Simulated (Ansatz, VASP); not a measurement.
## TiO2: VASP beside Ansatz

File INCAR:

```
SYSTEM = TiO2
  PREC = Accurate
  ENCUT = 600
  EDIFF = 1E-6
  ISMEAR = -1
  SIGMA = 0.05
  LREAL = .False.
  LASPH = .True.
  NELM = 100
  ALGO = Normal
  ISIF = 3
  LWAVE = .False.
  LCHARG = .False.
  GGA = B5
  ALDAX = 1.0
  AGGAX = 1.0
  AGGAC = 1.0
  ALDAC = 0.0
  IVDW = 12
  VDW_S6 = 1.0
  VDW_S8 = 2.6996
  VDW_A1 = 0.4298
  VDW_A2 = 4.2359
  IBRION = 2
  NSW = 40
  EDIFFG = -0.005
```

File KPOINTS:

```
Automatic mesh
0
Gamma
  6 6 9
  0 0 0
```

File POSCAR:

```
TiO2
1.0
    4.5998373239      0.0000000000      0.0000000000
    0.0000000000      4.5998373239      0.0000000000
    0.0000000000      0.0000000000      2.9592135600
Ti O
2 4
Direct
    0.0000000000      0.0000000000      0.5000000000
    0.5000000000      0.5000000000      0.0000000000
    0.3043213200      0.3043213200      0.5000000000
    0.1956786800      0.8043213200      0.0000000000
    0.8043213200      0.1956786800      0.0000000000
    0.6956786800      0.6956786800      0.5000000000
```

File input.yaml:

```yaml
crystal:
  lattice:
    - [4.5998373239, 0.0, 0.0]
    - [0.0, 4.5998373239, 0.0]
    - [0.0, 0.0, 2.95921356]
  atoms:
    - { symbol: Ti, position: [0.0, 0.0, 0.5] }
    - { symbol: Ti, position: [0.5, 0.5, 0.0] }
    - { symbol: O, position: [0.30432132, 0.30432132, 0.5] }
    - { symbol: O, position: [0.19567868, 0.80432132, 0.0] }
    - { symbol: O, position: [0.80432132, 0.19567868, 0.0] }
    - { symbol: O, position: [0.69567868, 0.69567868, 0.5] }
hamiltonian:
  xc: blyp
  pseudopotentials: { kind: paw }
  dispersion: d3bj
kpoints:
  mp_grid: { grid: [6, 6, 9] }
scf:
  occupations: { method: fermi_dirac, width: 0.05 }
output:
  forces: true
  stress: true
  write_density: true
  write_potential: true
  elf: true
  volumetric_format: npy
relax:
  f_tol: 0.01
  max_steps: 40
  cell: { stress_tol: 0.05 }
```

The cell is a database's computed one.

Alike in both runs: task relaxation of cell and atoms; functional BLYP; dispersion D3(BJ); k mesh 6 × 6 × 9; occupations fermi-dirac, width 0.05 eV; no spin polarisation.

|  | VASP | Ansatz |
| --- | --- | --- |
| version | VASP 6.6.1 | Ansatz 0.2.0 |
| potentials or method | VASP PAW PBE potentials, release 64 (Ti_sv, O) | Ansatz PAW |
| plane-wave cutoff (eV) | 600 | 420 |
| valence electrons in the cell | 48 | 48 |

|  | VASP | Ansatz | Ansatz less VASP |
| --- | --- | --- | --- |
| gap on the k mesh at the Fermi level, each at its own relaxed structure (eV) | 1.79 | 1.83 | +0.042 |
| relaxed volume (Å³/atom) | 10.52 | 10.48 | -0.038 |
| relaxed cell length with the largest relative difference (Å) | 2.969 | 2.964 | -0.0053 |

Caveats: the PAW data sets were made with another functional, which shifts forces and pressure a little (VASP); an odd mesh through Γ misses points on the zone boundary, where band edges often lie (VASP); odd divisions of the mesh miss points on the zone boundary, where band edges often lie, so the gap on the mesh can be too wide (Ansatz); the plane-wave basis is chosen anew once the cell has moved, so the energies of steps on either side of that aren't comparable (Ansatz); the pressure holds a Pulay correction of +0.9 GPa for the finite cutoff (Ansatz); the PAW data sets come from PBE, with cores solved anew for the run's functional, which leaves a small shift of forces and pressure (Ansatz). BLYP gaps usually lie below the measured ones, often by a third to a half.
